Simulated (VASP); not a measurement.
# GaN (F-43m) in VASP: further runs

Runs on GaN. Level: PBE. Tasks: relaxation of cell and atoms.

Everything below comes from runs of VASP 6.6.1. Logs are shortened: lines on timing, memory, paths and dates and some standing lists are left out, and cuts for length are marked.

### Step 1. Starting point

It takes space group F-43m (No. 216, cubic). The conventional cell has a = 4.507 Å, b = 4.507 Å, c = 4.507 Å, α = 90.00°, β = 90.00°, γ = 90.00°. Ga (site symmetry -43m) has 4 N at 1.95 Å as nearest neighbours. N (site symmetry -43m) is surrounded by 4 Ga at 1.95 Å.

The cell is a database's computed one.

### Step 2. Relaxation of cell and atoms, PBE

The input, INCAR:

```
PREC     = Accurate       # precision mode
ENCUT    = 600            # plane-wave cutoff, eV
EDIFF    = 1E-6           # SCF threshold, eV
ISMEAR   = 0              # smearing method
SIGMA    = 0.03           # smearing width, eV
LREAL    = F              # projectors in reciprocal space
LASPH    = T              # aspherical terms in the spheres
NELM     = 80             # most SCF steps
ALGO     = Normal         # electronic algorithm
ISIF     = 3              # what is computed and relaxed
LWAVE    = F              # write WAVECAR
LCHARG   = F              # write CHGCAR
GGA      = PE             # functional
IBRION   = 2              # ionic algorithm
NSW      = 90             # ionic steps
EDIFFG   = -0.01          # ionic threshold
```

The input, KPOINTS:

```
regular mesh
0
Gamma
  10 10 10
```

The input, POSCAR:

```
GaN
1.0
    0.0000000000      2.2535006075      2.2535006075
    2.2535006075      0.0000000000      2.2535006075
    2.2535006075      2.2535006075      0.0000000000
Ga N
1 1
Direct
    0.0000000000      0.0000000000      0.0000000000
    0.7500000000      0.7500000000      0.7500000000
```

Potentials or basis: VASP PAW PBE potentials, release 64 (Ga_d, N).

The run is started by

```console
> cat potpaw_PBE.64/Ga_d/POTCAR potpaw_PBE.64/N/POTCAR > POTCAR
> mpirun -np 1 vasp_std > vasp.out
```

OUTCAR:

```text
PREC = Accurate
   ENCUT = 600
   EDIFF = 1E-6
   ISMEAR = 0
   LREAL = F
   LASPH = T
   NELM = 80
   ISIF = 3
   GGA = PE
   IBRION = 2
   NSW = 90
   EDIFFG = -0.01

 ion  position               nearest neighbor table
   1  0.000  0.000  0.000-   2 1.95   2 1.95   2 1.95   2 1.95
   2  0.750  0.750  0.750-   1 1.95   1 1.95   1 1.95   1 1.95

  LATTYP: Found a face centered cubic cell.
 ALAT       =     4.5070012150

  Lattice vectors:

 A1 = (   0.0000000000,   2.2535006075,   2.2535006075)
 A2 = (   2.2535006075,   0.0000000000,   2.2535006075)
 A3 = (   2.2535006075,   2.2535006075,   0.0000000000)

Analysis of symmetry for initial positions (statically):
=====================================================================
 Subroutine PRICEL returns:
 Original cell was already a primitive cell.

 Routine SETGRP: Setting up the symmetry group for a
 face centered cubic supercell.

 Subroutine GETGRP returns: Found 24 space group operations
 (whereof 24 operations were pure point group operations)
 out of a pool of 48 trial point group operations.

The static configuration has the point symmetry T_d .

Analysis of symmetry for dynamics (positions and initial velocities):
=====================================================================
 Subroutine PRICEL returns:
 Original cell was already a primitive cell.

 Routine SETGRP: Setting up the symmetry group for a
 face centered cubic supercell.

 Subroutine GETGRP returns: Found 24 space group operations
 (whereof 24 operations were pure point group operations)
 out of a pool of 48 trial point group operations.

The dynamic configuration has the point symmetry T_d .

 Subroutine INISYM returns: Found 24 space group operations
 (whereof 24 operations are pure point group operations),
 and found     1 'primitive' translations

----------------------------------------------------------------------------------------

                                     Primitive cell

  volume of cell :      22.8877

  direct lattice vectors                    reciprocal lattice vectors
     0.000000000  2.253500607  2.253500607    -0.221877020  0.221877020  0.221877020
     2.253500607  0.000000000  2.253500607     0.221877020 -0.221877020  0.221877020
     2.253500607  2.253500607  0.000000000     0.221877020  0.221877020 -0.221877020

  length of vectors
[... 98 lines left out ...]
   EFERMI_NEDOS =   21; number of points for ismear=-14 and -15
   IALGO  =     38    algorithm
   IMIX   =      4    mixing-type and parameters
     AMIX     =   0.40;   BMIX     =  1.00
     AMIX_MAG =   1.60;   BMIX_MAG =  1.00
  volume/ion in A,a.u.               =      11.44        77.23
  Fermi-wavevector in a.u.,A,eV,Ry     =   1.511117  2.855596 31.068543  2.283473
  Thomas-Fermi vector in A             =   2.621216
   LORBIT       =      0    0 simple, 1 ext, 2 COOP (PROOUT), +10 PAW based schemes
   GGA     = PE    functional components
   LHFCALC =     F    Hartree Fock is set to
   AEXX    =    0.0000 exact exchange contribution
   IVDW    =     0    specifies the selected vdW correction
   LEPSILON=     F    determine dielectric tensor
   LRPA    =     F    only Hartree local field effects (RPA)
 conjugate gradient relaxation of ions
 non-spin polarized calculation
 Gauss-broadening in eV      SIGMA  =   0.03
  energy-cutoff  :      600.00
  volume of cell :       22.89
 maximum number of plane-waves:       785
 NGX is ok and might be reduce to    28
   NGX = 13   NGY = 13   NGZ = 13

--------------------------------------- Ionic step        1  -------------------------------------------

 number of electron      18.0000005 magnetization

 Free energy of the ion-electron system (eV)
  ---------------------------------------------------
  ext. energy  EPLUGINS =         0.00000000
  ---------------------------------------------------
  free energy    TOTEN  =       -12.14469597 eV

  energy without entropy =      -12.14469597  energy(sigma->0) =      -12.14469597

------------------------ aborting loop because EDIFF is reached ----------------------------------------

  FORCE on cell =-STRESS in cart. coord.  units (eV):
  Direction    XX          YY          ZZ          XY          YZ          ZX
  --------------------------------------------------------------------------------------
  -------------------------------------------------------------------------------------
  Total        0.7031365      0.7031365      0.7031365     -0.0000000      0.0000000     -0.0000000
  in kB       49.2206318     49.2206318     49.2206318     -0.0000000      0.0000000     -0.0000000
  external PRESSURE =      49.2206318 kB  Pullay stress =       0.0000000 kB
[... 59 lines left out ...]
--------------------------------------- Ionic step        3  -------------------------------------------

 number of electron      18.0000002 magnetization

 Free energy of the ion-electron system (eV)
  ---------------------------------------------------
  ext. energy  EPLUGINS =         0.00000000
  ---------------------------------------------------
  free energy    TOTEN  =       -12.15416605 eV

  energy without entropy =      -12.15416605  energy(sigma->0) =      -12.15416605

 E-fermi :   5.1650     XC(G=0): -11.5215

 val. band max:        4.9887968100   @ k =   0.0000   0.0000   0.0000
 cond. band min:       6.5370909350   @ k =   0.0000   0.0000   0.0000
 fundamental gap:      1.5482941251
 Fermi energy:         5.1649847273

 k-point     1 :       0.0000    0.0000    0.0000
  band No.  band energies     occupation
      1     -10.7161      2.00000
      2      -8.4335      2.00000
      3      -8.4335      2.00000
      4      -8.4335      2.00000
      5      -8.1405      2.00000
      6      -8.1405      2.00000
      7       4.9888      2.00000
      8       4.9888      2.00000
      9       4.9888      2.00000
     10       6.5371      0.00000
     11      15.1197      0.00000
     12      15.1197      0.00000
     13      15.1197      0.00000
[... 354 lines left out ...]
  band No.  band energies     occupation
      1      -9.8377      2.00000
      2      -8.3096      2.00000
      3      -8.2270      2.00000
      4      -8.2268      2.00000
      5      -8.0845      2.00000
      6      -7.1840      2.00000
      7       0.0290      2.00000
      8       2.6001      2.00000
      9       2.9144      2.00000
     10       9.4038      0.00000
     11      11.9354      0.00000
     12      15.6610      0.00000
     13      17.6059      0.00000

 [... further k-points ...]
[... 5 lines left out ...]
  --------------------------------------------------------------------------------------
  -------------------------------------------------------------------------------------
  Total       -0.0121544     -0.0121544     -0.0121544     -0.0000000      0.0000000     -0.0000000
  in kB       -0.8279146     -0.8279146     -0.8279146     -0.0000000      0.0000000     -0.0000000
  external PRESSURE =      -0.8279146 kB  Pullay stress =       0.0000000 kB
[... 17 lines left out ...]
  FREE ENERGIE OF THE ION-ELECTRON SYSTEM (eV)
  ---------------------------------------------------
  free  energy   TOTEN  =       -12.1541660478 eV

  energy  without entropy=      -12.1541660478  energy(sigma->0) =      -12.15416605

 reached required accuracy - stopping structural energy minimisation
```

OSZICAR:

```text
N       E                     dE             d eps       ncg     rms          rms(c)
DAV:   1     0.926996400263E+02    0.92700E+02   -0.10576E+04  1326   0.271E+03
DAV:   2    -0.654196221899E+01   -0.99242E+02   -0.93962E+02  1415   0.378E+02
[... 23 lines left out ...]
DAV:   1    -0.122347838675E+02   -0.87209E-01   -0.10724E+00  1452   0.285E+01    0.174E+00
DAV:   2    -0.121712791213E+02    0.63505E-01   -0.10775E-01  1502   0.109E+01    0.773E-01
DAV:   3    -0.121561620444E+02    0.15117E-01   -0.17405E-02  1497   0.504E+00    0.198E-01
DAV:   4    -0.121541615515E+02    0.20005E-02   -0.22815E-03  1592   0.784E-01    0.133E-02
DAV:   5    -0.121541682269E+02   -0.66753E-05   -0.13831E-04  1462   0.176E-01    0.139E-02
DAV:   6    -0.121541660128E+02    0.22140E-05   -0.33746E-06  1293   0.240E-02    0.919E-03
DAV:   7    -0.121541660478E+02   -0.34922E-07   -0.13820E-06   906   0.193E-02
   3 F= -.12154166E+02 E0= -.12154166E+02  d E =-.947008E-02
```

CONTCAR:

```text
GaN
   1.00000000000000
     0.0000000000000000    2.2741012837673731    2.2741012837673731
     2.2741012837673731    0.0000000000000000    2.2741012837673731
     2.2741012837673731    2.2741012837673731    0.0000000000000000
  Ga              N
     1     1
Direct
     0.0000000000000000    0.0000000000000000    0.0000000000000000
     0.7500000000000000    0.7500000000000000    0.7500000000000000

  0.00000000E+00  0.00000000E+00  0.00000000E+00
  0.00000000E+00  0.00000000E+00  0.00000000E+00
```

It took 25 s on 1 thread of Intel Xeon Platinum 8488C (Sapphire Rapids), shared host; peak memory 0.17 GiB.

Results:

* Free energy: -12.1542 eV
* Relaxed volume: 11.76 Å³/atom
* Relaxed cell: a = 3.216 Å, b = 3.216 Å, c = 3.216 Å, α = 60.00°, β = 60.00°, γ = 60.00°
* Space group after relaxing (to 0.05 Å): F-43m (No. 216)
* Energy gained by relaxing: 4.7 meV/atom
* Ionic steps: 3
* Pressure after relaxing: -0.1 GPa
* Band gap on the k mesh: 1.55 eV, direct

The path:
```csv
step,energy change (eV),largest force (eV/Å),pressure (GPa),volume (Å³)
1,0.0000,0.0000,4.92,22.89
2,-0.0029,0.0000,-3.73,24.07
3,-0.0095,0.0000,-0.08,23.52
```

Final structure:
```yaml
crystal:
  lattice:
    - [0.00000, 2.27410, 2.27410]
    - [2.27410, 0.00000, 2.27410]
    - [2.27410, 2.27410, 0.00000]
  atoms:
    - { symbol: Ga, position: [0.00000, 0.00000, 0.00000] }
    - { symbol: N, position: [0.75000, 0.75000, 0.75000] }
```

Levels at points of the mesh, in eV from the valence-band top:
| k point | band 7 | band 8 | band 9 | band 10 | band 11 | band 12 |
| --- | --- | --- | --- | --- | --- | --- |
| (0.00, 0.00, 0.00) | 0.00 | 0.00 | 0.00 | 1.55 | 10.13 | 10.13 |
| (0.50, 0.00, 0.00) | -6.86 | -0.93 | -0.93 | 4.45 | 8.59 | 10.22 |
| (0.50, 0.50, 0.00) | -6.01 | -2.61 | -2.61 | 3.34 | 6.50 | 11.52 |

A hybrid or GW would open this gap; PBE tends to underestimate it.

### Step 3. Relaxation of cell and atoms, PBE

This run uses another cell than the first one, of 11.76 Å³/atom, 1.028 times its volume.

Edit INCAR of step 2 so:

```diff
@@ -2,3 +2,3 @@
 ENCUT    = 600            # plane-wave cutoff, eV
-EDIFF    = 1E-6           # SCF threshold, eV
+EDIFF    = 1E-7           # SCF threshold, eV
 ISMEAR   = 0              # smearing method
@@ -15,2 +15,2 @@
 NSW      = 90             # ionic steps
-EDIFFG   = -0.01          # ionic threshold
+EDIFFG   = -0.005         # ionic threshold
```

KPOINTS is that of step 2.

The input, POSCAR:

```
GaN                                     
1.0
    0.0000000000      2.2741012838      2.2741012838
    2.2741012838      0.0000000000      2.2741012838
    2.2741012838      2.2741012838      0.0000000000
  Ga              N             
     1     1
Direct
     0.0000000000000000    0.0000000000000000    0.0000000000000000
     0.7500000000000000    0.7500000000000000    0.7500000000000000
```

Potentials or basis: VASP PAW PBE potentials, release 64 (Ga_d, N).

The run is started by

```console
> cat potpaw_PBE.64/Ga_d/POTCAR potpaw_PBE.64/N/POTCAR > POTCAR
> mpirun -np 1 vasp_std > vasp.out
```

Run time: 13 s. Hardware: 1 thread of Intel Xeon Platinum 8488C (Sapphire Rapids), shared host; peak memory 0.16 GiB.

The run converged. Its results:

```yaml
Free_energy: -12.1551 eV
Pressure_after_relaxing: 0.0 GPa
Band_gap_on_the_k_mesh: 1.55 eV, direct
```

Final structure:
```cif
data_structure
_symmetry_space_group_name_H-M 'P 1'
_symmetry_Int_Tables_number 1
_cell_length_a 3.2161
_cell_length_b 3.2161
_cell_length_c 3.2161
_cell_angle_alpha 60.000
_cell_angle_beta 60.000
_cell_angle_gamma 60.000
_cell_volume 23.52
loop_
_atom_site_label
_atom_site_type_symbol
_atom_site_fract_x
_atom_site_fract_y
_atom_site_fract_z
_atom_site_occupancy
Ga1 Ga 0.00000 0.00000 0.00000 1
N1 N 0.75000 0.75000 0.75000 1
```

Levels at points of the mesh, in eV from the valence-band top:
```csv
k point,band 5,band 6,band 7,band 8,band 9,band 10,band 11,band 12,band 13
"(0.00, 0.00, 0.00)",-13.13,-13.13,0.00,0.00,0.00,1.55,10.13,10.13,10.13
"(0.50, 0.00, 0.00)",-13.09,-11.88,-6.86,-0.93,-0.93,4.45,8.59,10.22,10.22
"(0.50, 0.50, 0.00)",-13.06,-11.45,-6.01,-2.61,-2.61,3.34,6.50,11.52,13.67
```

Caveat: the relaxation stopped at its first step, so nothing moved.
